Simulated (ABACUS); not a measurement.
The system is Hf.

```
CELL_PARAMETERS angstrom
3.19670 0.00000 0.00000
-1.59835 2.76842 0.00000
0.00000 0.00000 5.05780
ATOMIC_POSITIONS crystal
Hf 0.66667 0.33333 0.75000
Hf 0.33333 0.66667 0.25000
```

Base run:

```yaml
Program: ABACUS 3.10.1
Functional: rPW86PBE
Potentials_or_basis: PseudoDojo NC SR 0.4.1 PBE standard
Cutoff: 789 eV
Density_cutoff: 3157 eV
Basis: plane waves
k_mesh: 8 × 8 × 4
Occupations: fermi-dirac, width 0.05 eV
Spin: no spin polarisation
```

Its results: band gap on the k mesh none (metal or under the smearing width); pressure 2.8 GPa.

After a change of settings the same cell gave: band gap on the k mesh none (metal or under the smearing width); pressure -3.6 GPa. Which change was it?
A. functional from rPW86PBE to PBEsol; potentials or basis from PseudoDojo NC SR 0.4.1 PBE standard to SPMS ONCV 1.0 PBE; cutoff from 789 eV to 816 eV; density cutoff from 3157 eV to 3265 eV
B. functional from rPW86PBE to PBE; k mesh from 8 × 8 × 4 to 10 × 10 × 5
C. functional from rPW86PBE to LDA; potentials or basis from PseudoDojo NC SR 0.4.1 PBE standard to PseudoDojo NC SR 0.4.1 LDA standard

A.

Caveats: the potentials were made for another functional, which shifts forces and pressure.

Not every run made on this cell is shown here.
